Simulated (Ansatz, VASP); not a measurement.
One calculation of BaTiO3, two programs

The input INCAR:

```
SYSTEM = BaTiO3
PREC = Accurate ; ENCUT = 600
EDIFF = 1E-6 ; ISMEAR = -1
SIGMA = 0.05 ; LREAL = .FALSE.
LASPH = .TRUE. ; NELM = 80
ALGO = Normal ; ISIF = 3
LWAVE = .FALSE. ; LCHARG = .FALSE.
GGA = PE ; IBRION = 2
NSW = 80 ; EDIFFG = -0.01
```

File KPOINTS:

```
regular mesh
0
G
  4 4 4
  0 0 0
```

File POSCAR:

```
BaTiO3
1.0
    3.9998000000      0.0000000000      0.0000000000
    0.0000000000      3.9998000000      0.0000000000
    0.0000000000      0.0000000000      4.0180000000
Ba Ti O
1 1 3
Direct
    0.0000000000      0.0000000000      0.0000000000
    0.5000000000      0.5000000000      0.4900000000
    0.5000000000      0.5000000000      0.0190000000
    0.5000000000      0.0000000000      0.5170000000
    0.0000000000      0.5000000000      0.5170000000
```

Input for Ansatz:

```yaml
crystal:
  lattice:
    - [3.9998, 0.0, 0.0]
    - [0.0, 3.9998, 0.0]
    - [0.0, 0.0, 4.018]
  atoms:
    - { symbol: Ba, position: [0.0, 0.0, 0.0] }
    - { symbol: Ti, position: [0.5, 0.5, 0.49] }
    - { symbol: O, position: [0.5, 0.5, 0.019] }
    - { symbol: O, position: [0.5, 0.0, 0.517] }
    - { symbol: O, position: [0.0, 0.5, 0.517] }
kpoints:
  mp_grid:
    grid: [4, 4, 4]
scf:
  occupations:
    method: fermi_dirac
    width: 0.05
relax:
  cell:
    p_target: 0.0
```

Alike in both runs: task relaxation of cell and atoms; functional PBE; k mesh 4 × 4 × 4; occupations fermi-dirac, width 0.05 eV; no spin polarisation.

```csv
,VASP,Ansatz
version,VASP 6.6.1,Ansatz 0.2.0
potentials or method,"VASP PAW PBE potentials, release 64 (Ba_sv, Ti_sv, O)","plane waves, PAW"
plane-wave cutoff (eV),600,420
valence electrons in the cell,40,40
```

|  | VASP | Ansatz | Ansatz less VASP |
| --- | --- | --- | --- |
| relaxed volume (Å³/atom) | 13.51 | 13.37 | -0.141 |
| relaxed cell length with the largest relative difference (Å) | 4.238 | 4.213 | -0.0250 |
| energy change over the relaxation (meV/atom) | -13 | -10 | +3.1 |

 Zero-point motion and thermal expansion aren't in these numbers. PBE usually gives volumes a little too large and moduli too small.
